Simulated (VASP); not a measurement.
Write the native input for VASP 6.6.1 that does the following.

```yaml
Task: relaxation of the atoms
Functional: vdW-DF-cx
Potentials_or_basis: VASP PAW PBE potentials, release 64 (Ti_sv_GW)
Cutoff: 600 eV
k_mesh: 11 × 11 × 11
Occupations: gaussian, width 0.05 eV
Spin: no spin polarisation
Further_INCAR_settings: ALGO = Normal; EDIFF = 1e-07; IBRION = 2; EDIFFG = -0.02; NSW = 40
```

The structure of Ti lies in POSCAR:

```
Ti
1.0
   -0.0054380000      2.0202680000      2.0942040000
    2.0847000000      0.0100850000      2.0786810000
    2.0289110000      1.9489560000      0.0658740000
Ti
1
Direct
    0.0312420000     -0.0112280000     -0.0071530000
```

This isn't the form of Ti at room conditions, which is hcp.

The cell isn't the ideal one: cell strained at random at fixed volume.

One way to write it, as run:

INCAR

```
AGGAC = 0.0
ALGO = Normal
EDIFF = 1E-7
EDIFFG = -0.02
ENCUT = 600
GGA = CX
IBRION = 2
ISIF = 2
ISMEAR = 0
LASPH = True
LCHARG = False
LREAL = False
LUSE_VDW = True
LWAVE = False
NELM = 80
NSW = 40
PREC = Accurate
SIGMA = 0.05
```

KPOINTS

```
k-points
0
Gamma
  11 11 11
```

Potentials or basis: VASP PAW PBE potentials, release 64 (Ti_sv_GW).

Launch:

```bash
$ cat potpaw_PBE.64/Ti_sv_GW/POTCAR > POTCAR
$ mpirun -np 1 vasp_std > vasp.out
```

It gave:

```yaml
Pressure_after_relaxing: -1.3 GPa
Band_gap_on_the_k_mesh: none (metal or under the smearing width)
```

Caveat: the relaxation stopped at its first step, so nothing moved; the PAW data sets were made with another functional, which shifts forces and pressure a little.

Wall time 100 s on 1 thread of Intel(R) Xeon(R) Platinum 8488C (Sapphire Rapids), with other jobs on the host, peak memory 0.46 GiB.
